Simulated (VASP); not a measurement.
# PtSe2 (I4/mcm) in VASP: notebook, part 2 of 2

VASP 6.6.1. The steps go on from the part before.

## (3) Relaxation of cell and atoms, PBE

This run uses another cell than the first one, of 23.40 Å³/atom, 1.201 times its volume.

INCAR reads:

```
PREC     = Accurate       # precision mode
ENCUT    = 600            # plane-wave cutoff, eV
EDIFF    = 1E-6           # SCF threshold, eV
ISMEAR   = 0              # smearing method
SIGMA    = 0.1            # smearing width, eV
LREAL    = False          # projectors in reciprocal space
LASPH    = True           # aspherical terms in the spheres
NELM     = 100            # most SCF steps
ALGO     = Normal         # electronic algorithm
ISIF     = 3              # what is computed and relaxed
LWAVE    = False          # write WAVECAR
LCHARG   = False          # write CHGCAR
GGA      = PE             # functional
IBRION   = 2              # ionic algorithm
NSW      = 90             # ionic steps
EDIFFG   = -0.04          # ionic threshold
```

KPOINTS reads:

```
regular mesh
0
Gamma
  4 4 4
```

POSCAR reads:

```
PtSe2
1.0
   -3.4806046260      3.4806046260      2.8972593184
    3.4806046260     -3.4806046260      2.8972593184
    3.4806046260      3.4806046260     -2.8972593184
Pt Se
2 4
Direct
    0.2500000000      0.2500000000      0.0000000000
    0.7500000000      0.7500000000      0.0000000000
    0.6670000000      0.1670000000      0.8340000000
    0.1670000000      0.3330000000      0.5000000000
    0.3330000000      0.8330000000      0.1660000000
    0.8330000000      0.6670000000      0.5000000000
```

Potentials or basis: VASP PAW PBE potentials, release 64 (Pt, Se).

Started as:

```console
$ cat potpaw_PBE.64/Pt/POTCAR potpaw_PBE.64/Se/POTCAR > POTCAR
$ mpirun -np 1 vasp_std > vasp.out
```

OUTCAR:

```text
PREC = Accurate
   ENCUT = 600
   EDIFF = 1E-6
   ISMEAR = 0
   LREAL = False
   LASPH = True
   NELM = 100
   ISIF = 3
   GGA = PE
   IBRION = 2
   NSW = 90
   EDIFFG = -0.04

 ion  position               nearest neighbor table
   1  0.250  0.250  0.000-   2 2.90   2 2.90   6 2.97   3 2.97   4 2.97   5 2.97   4 2.97   6 2.97
                             3 2.97   5 2.97
   2  0.750  0.750  0.000-   1 2.90   1 2.90   5 2.97   3 2.97   5 2.97   6 2.97   6 2.97   3 2.97
                             4 2.97   4 2.97
   3  0.667  0.167  0.834-   1 2.97   2 2.97   1 2.97   2 2.97
   4  0.167  0.333  0.500-   2 2.97   1 2.97   1 2.97   2 2.97
   5  0.333  0.833  0.166-   1 2.97   2 2.97   1 2.97   2 2.97
   6  0.833  0.667  0.500-   1 2.97   2 2.97   2 2.97   1 2.97

  LATTYP: Found a body centered tetragonal cell.
 ALAT       =     6.9612092520
 C/A-ratio  =     0.8324011572

  Lattice vectors:

 A1 = (  -3.4806046260,   3.4806046260,   2.8972593184)
 A2 = (   3.4806046260,  -3.4806046260,   2.8972593184)
 A3 = (   3.4806046260,   3.4806046260,  -2.8972593184)

Analysis of symmetry for initial positions (statically):
=====================================================================
 Subroutine PRICEL returns:
 Original cell was already a primitive cell.

 Routine SETGRP: Setting up the symmetry group for a
 body centered tetragonal supercell.

 Subroutine GETGRP returns: Found 16 space group operations
 (whereof  8 operations were pure point group operations)
 out of a pool of 16 trial point group operations.

The static configuration has the point symmetry C_4h.
 The point group associated with its full space group is D_4h.

Analysis of symmetry for dynamics (positions and initial velocities):
=====================================================================
 Subroutine PRICEL returns:
 Original cell was already a primitive cell.

 Routine SETGRP: Setting up the symmetry group for a
 body centered tetragonal supercell.

 Subroutine GETGRP returns: Found 16 space group operations
 (whereof  8 operations were pure point group operations)
 out of a pool of 16 trial point group operations.

The dynamic configuration has the point symmetry C_4h.
 The point group associated with its full space group is D_4h.

 Subroutine INISYM returns: Found 16 space group operations
 (whereof  8 operations are pure point group operations),
 and found     1 'primitive' translations

----------------------------------------------------------------------------------------

                                     Primitive cell

  volume of cell :     140.3967

  direct lattice vectors                    reciprocal lattice vectors
    -3.480604626  3.480604626  2.897259318     0.000000000  0.143653202  0.172576889
     3.480604626 -3.480604626  2.897259318     0.143653202  0.000000000  0.172576889
     3.480604626  3.480604626 -2.897259318     0.143653202  0.143653202  0.000000000

  length of vectors
     5.711683524  5.711683524  5.711683524     0.224541812  0.224541812  0.203156307

  position of ions in fractional coordinates (direct lattice)
     0.250000000  0.250000000  0.000000000
     0.750000000  0.750000000  0.000000000
     0.667000000  0.167000000  0.834000000
     0.167000000  0.333000000  0.500000000
     0.333000000  0.833000000  0.166000000
     0.833000000  0.667000000  0.500000000

  ion indices of the primitive-cell ions
   primitive index   ion index
                 1           1
                 2           2
                 3           3
                 4           4
                 5           5
                 6           6

[... 38 lines left out ...]
 -0.250000  0.500000  0.250000      8.000000
 -0.250000 -0.250000  0.250000      2.000000
  0.500000  0.500000  0.500000      1.000000
   k-points           NKPTS =     13   k-points in BZ     NKDIM =     13   number of bands    NBANDS=     26
   number of dos      NEDOS =    301   number of ions     NIONS =      6
   total plane-waves  NPLWV = 110592
   dimension x,y,z NGX =    48 NGY =   48 NGZ =   48
   dimension x,y,z NGXF=    96 NGYF=   96 NGZF=   96
   ions per type =               2   4
   NGX,Y,Z   is equivalent  to a cutoff of  13.97, 13.97, 13.97 a.u.
   NGXF,Y,Z  is equivalent  to a cutoff of  27.94, 27.94, 27.94 a.u.
 SYSTEM =  unknown system
   PREC   = accura    normal or accurate (medium, high low for compatibility)
   ISTART =      0    job   : 0-new  1-cont  2-samecut
   ICHARG =      2    charge: 1-file 2-atom 10-const
   ISPIN  =      1    spin polarized calculation?
   LNONCOLLINEAR =      F non collinear calculations
   LSORBIT =      F    spin-orbit coupling
   LASPH  =      T    aspherical Exc in radial PAW
   ENCUT  =  600.0 eV  44.10 Ry    6.64 a.u.  11.41 11.41 11.41*2*pi/ulx,y,z
   NELM   =    100;   NELMIN=  2; NELMDL= -5     # of ELM steps
   EDIFF  = 0.1E-05   stopping-criterion for ELM
   LREAL  =      F    real-space projection
   EDIFFG = -.4E-01   stopping-criterion for IOM
   NSW    =     90    number of steps for IOM
   IBRION =      2    ionic relax: 0-MD 1-quasi-New 2-CG
   NFREE  =      1    steps in history (QN), initial steepest desc. (CG)
   ISIF   =      3    stress and relaxation
   ISYM   =      2    0-nonsym 1-usesym 2-fastsym
   POTIM  = 0.5000    time-step for ionic-motion
   TEBEG  =    0.0;   TEEND  =   0.0 temperature during run
   PSTRESS=    0.0 pullay stress
   NELECT =      44.0000    total number of electrons
   NUPDOWN=      -1.0000    fix difference up-down
   EMIN   =  10.00;   EMAX   =-10.00  energy-range for DOS
   EFERMI =   0.00;   METHOD = LEGACY
   ISMEAR =     0;   SIGMA  =   0.10  broadening in eV -4-tet -1-fermi 0-gaus
   EFERMI_NEDOS =   21; number of points for ismear=-14 and -15
   IALGO  =     38    algorithm
   IMIX   =      4    mixing-type and parameters
     AMIX     =   0.40;   BMIX     =  1.00
     AMIX_MAG =   1.60;   BMIX_MAG =  1.00
  volume/ion in A,a.u.               =      23.40       157.91
  Fermi-wavevector in a.u.,A,eV,Ry     =   1.112005  2.101385 16.824359  1.236556
  Thomas-Fermi vector in A             =   2.248575
   LORBIT       =      0    0 simple, 1 ext, 2 COOP (PROOUT), +10 PAW based schemes
   GGA     = PE    functional components
   LHFCALC =     F    Hartree Fock is set to
   AEXX    =    0.0000 exact exchange contribution
   IVDW    =     0    specifies the selected vdW correction
   LEPSILON=     F    determine dielectric tensor
   LRPA    =     F    only Hartree local field effects (RPA)
 conjugate gradient relaxation of ions
 non-spin polarized calculation
 Gauss-broadening in eV      SIGMA  =   0.10
  energy-cutoff  :      600.00
  volume of cell :      140.40
 maximum number of plane-waves:      4704
 NGX is ok and might be reduce to    48

--------------------------------------- Ionic step        1  -------------------------------------------

 number of electron      43.9999998 magnetization

 Free energy of the ion-electron system (eV)
  ---------------------------------------------------
  ext. energy  EPLUGINS =         0.00000000
  ---------------------------------------------------
  free energy    TOTEN  =       -22.78752791 eV

  energy without entropy =      -22.73444252  energy(sigma->0) =      -22.76098521

 E-fermi :   4.4953     XC(G=0): -10.2018

 val. band max:        4.4710545011   @ k =   0.5000   0.5000   0.5000
 cond. band min:       4.5000726643   @ k =   0.5000   0.2500   0.0000
 fundamental gap:      0.0290181632
 Fermi energy:         4.4952768881

 k-point     1 :       0.0000    0.0000    0.0000
  band No.  band energies     occupation
      1      -9.6612      2.00000
      2      -8.1852      2.00000
      3      -7.7226      2.00000
      4      -7.7226      2.00000
      5      -0.2311      2.00000
      6       0.0135      2.00000
[... 479 lines left out ...]
  FREE ENERGIE OF THE ION-ELECTRON SYSTEM (eV)
  ---------------------------------------------------
  free  energy   TOTEN  =       -24.0359158168 eV

  energy  without entropy=      -24.0051526953  energy(sigma->0) =      -24.02053426

[... ionic steps 4 to 15 ...]

--------------------------------------- Ionic step       16  -------------------------------------------

 number of electron      44.0000001 magnetization

------------------------ aborting loop because EDIFF is reached ----------------------------------------
[... 75 lines left out ...]
--------------------------------------- Ionic step       18  -------------------------------------------

 number of electron      44.0000001 magnetization

 Free energy of the ion-electron system (eV)
  ---------------------------------------------------
  ext. energy  EPLUGINS =         0.00000000
  ---------------------------------------------------
  free energy    TOTEN  =       -24.75001534 eV

  energy without entropy =      -24.71989060  energy(sigma->0) =      -24.73495297

 E-fermi :   6.8219     XC(G=0): -11.0341

 val. band max:        6.7946211515   @ k =   0.5000   0.2500   0.0000
 cond. band min:       6.8356237055   @ k =  -0.2500   0.2500   0.2500
 fundamental gap:      0.0410025540
 Fermi energy:         6.8218948195

 k-point     1 :       0.0000    0.0000    0.0000
  band No.  band energies     occupation
      1      -8.9554      2.00000
      2      -6.3043      2.00000
      3      -6.3043      2.00000
      4      -5.9712      2.00000
      5       0.5322      2.00000
      6       1.0275      2.00000
[... 399 lines left out ...]
  FREE ENERGIE OF THE ION-ELECTRON SYSTEM (eV)
  ---------------------------------------------------
  free  energy   TOTEN  =       -24.7500153355 eV

  energy  without entropy=      -24.7198905991  energy(sigma->0) =      -24.73495297

 reached required accuracy - stopping structural energy minimisation
```

Run time: 13 min. Hardware: 1 thread of Intel Xeon Platinum 8375C at 2.90GHz (Ice Lake), shared host; peak memory 0.36 GiB.

Results:

| Quantity | Value |
| --- | --- |
| Free energy | -24.7500 eV |
| Relaxed volume | 19.52 Å³/atom |
| Relaxed cell | a = 5.360 Å, b = 5.360 Å, c = 5.360 Å, α = 113.25°, β = 113.25°, γ = 102.15° |
| Space group after relaxing (to 0.05 Å) | I4/mcm (No. 140) |
| Energy gained by relaxing | 327.1 meV/atom |
| Ionic steps | 18 |
| Pressure after relaxing | 0.0 GPa |
| Largest force after relaxing | 0.011 eV/Å |
| Band gap on the k mesh | none (metal or under the smearing width) |

Forces on the atoms (eV/Å):
```
Pt   0.000  0.000  0.000
Pt   0.000  0.000  0.000
Se   0.008  0.008  0.000
Se  -0.008  0.008  0.000
Se  -0.008 -0.008  0.000
Se   0.008 -0.008  0.000
```

The path:
| step | energy change (eV) | largest force (eV/Å) | pressure (GPa) | volume (Å³) |
| --- | --- | --- | --- | --- |
| 1 | 0.0000 | 0.2078 | -12.72 | 140.40 |
| 2 | -0.8820 | 0.4342 | 13.82 | 105.86 |
| 3 | -1.2484 | 0.1686 | 0.68 | 116.00 |
| 4 | -1.4112 | 0.1682 | 0.90 | 115.46 |
| 5 | -1.6565 | 0.1676 | 2.36 | 113.95 |
| 6 | -1.7185 | 0.2092 | 8.39 | 109.21 |
| 7 | -1.8292 | 0.1011 | 5.34 | 111.36 |
| 8 | -1.9275 | 0.1836 | 0.18 | 116.21 |
| 9 | -1.9275 | 0.1837 | 0.18 | 116.21 |
| 10 | -1.9310 | 0.1741 | 0.10 | 116.30 |
| 11 | -1.9396 | 0.1463 | -0.14 | 116.57 |
| 12 | -1.9477 | 0.0862 | -0.56 | 117.12 |
| 13 | -1.9516 | 0.0701 | -0.14 | 116.73 |
| 14 | -1.9548 | 0.0340 | 0.78 | 115.93 |
| 15 | -1.9577 | 0.0250 | 0.66 | 116.11 |
| 16 | -1.9619 | 0.0046 | 0.38 | 116.65 |
| 17 | -1.9620 | 0.0026 | 0.35 | 116.72 |
| 18 | -1.9625 | 0.0106 | -0.03 | 117.11 |

Final structure:
```cif
data_structure
_symmetry_space_group_name_H-M 'P 1'
_symmetry_Int_Tables_number 1
_cell_length_a 5.3599
_cell_length_b 5.3599
_cell_length_c 5.3599
_cell_angle_alpha 113.251
_cell_angle_beta 113.251
_cell_angle_gamma 102.150
_cell_volume 117.11
loop_
_atom_site_label
_atom_site_type_symbol
_atom_site_fract_x
_atom_site_fract_y
_atom_site_fract_z
_atom_site_occupancy
Pt1 Pt 0.25000 0.25000 0.00000 1
Pt2 Pt 0.75000 0.75000 0.00000 1
Se1 Se 0.67493 0.17493 0.84986 1
Se2 Se 0.17493 0.32507 0.50000 1
Se3 Se 0.32507 0.82507 0.15014 1
Se4 Se 0.82507 0.67493 0.50000 1
```

Caveat: the volume moved by over 15 % at a fixed basis, so the end points are rough. The run has no spin-orbit coupling, so splittings on Pt are missing.

## (4) Single point, PBE

This run uses another cell than the first one: it holds 3 atoms, not 6.

INCAR reads:

```
SYSTEM = PtSe2
PREC = Accurate ; ENCUT = 520
EDIFF = 1E-6 ; ISMEAR = 0
SIGMA = 0.1 ; LREAL = .FALSE.
LASPH = .TRUE. ; NELM = 100
ALGO = Normal ; ISIF = 2
LWAVE = .FALSE. ; LCHARG = .FALSE.
GGA = PE ; NBANDS = 18
```

KPOINTS reads:

```
regular mesh
0
G
  6 6 6
  0 0 0
```

POSCAR reads:

```
PtSe2
1.0
   -1.9109260396      1.9109260396      4.6877404410
    1.9109260396     -1.9109260396      4.6877404410
    1.9109260396      1.9109260396     -4.6877404410
Pt Se
1 2
Direct
    0.0000000000      0.0000000000      0.0000000000
    0.6650000000      0.6650000000      0.0000000000
    0.3350000000      0.3350000000      0.0000000000
```

Started as:

```console
$ cat potpaw_PBE.64/Pt/POTCAR potpaw_PBE.64/Se/POTCAR > POTCAR
$ mpirun -np 1 vasp_std > vasp.out
```

Wall time 48 s (1 thread of Intel Xeon Platinum 8375C at 2.90GHz (Ice Lake), shared host); peak memory 0.24 GiB.

It converged, with:

| Property | Result |
| --- | --- |
| Free energy | -10.9112 eV |
| Pressure | -13.2 GPa |
| Largest force | 0.272 eV/Å |
| Band gap on the k mesh | none (metal or under the smearing width) |

Forces in eV/Å, atoms in the order of the input:
```
Pt   0.000  0.000  0.000
Se   0.000  0.000 -0.272
Se   0.000  0.000  0.272
```

Stress tensor (GPa, compression positive):
```
-12.03   0.00   0.00
  0.00 -12.03   0.00
  0.00   0.00 -15.54
```

Levels at points of the mesh, in eV from the Fermi level:
```csv
k point,band 8,band 9,band 10,band 11,band 12,band 13,band 14,band 15
"(0.00, 0.00, 0.00)",-1.24,-0.69,-0.36,-0.36,-0.21,-0.21,0.35,5.49
"(0.50, 0.00, 0.00)",-1.70,-1.16,-1.15,-0.81,0.34,1.38,2.42,4.95
"(0.50, 0.50, 0.00)",-1.55,-1.10,-1.03,-0.51,-0.42,1.21,1.36,4.73
"(0.50, 0.50, 0.50)",-2.07,-2.01,-1.62,-1.00,1.30,1.30,2.94,5.88
```

Caveat: the k mesh is coarse (spacing up to 0.39 Å⁻¹), so the values aren't converged.

## (5) Overview

```tsv
task	cell	k mesh	cutoff (eV)	mesh quality	gap on the mesh (eV)	pressure (GPa)	largest force (eV/Å)
single point	I4/mcm, 19.49 Å³/atom	4 × 4 × 4	520	coarse	none	-0.1	0.03
relaxation of cell and atoms	relaxed	4 × 4 × 4	600	not flagged	none	0.0	0.01
single point	I4/mmm, 22.82 Å³/atom	6 × 6 × 6	520	coarse	none	-13.2	0.27
```

Alike in all rows: level PBE; potentials or basis VASP PAW PBE potentials, release 64 (Pt, Se); no spin polarisation; smearing gaussian 0.1 eV.

Caveats: some runs use coarse meshes; the volume moved by over 15 % at a fixed basis, so the end points are rough (some runs).

Absolute energies hang on the potentials; compare differences alone.
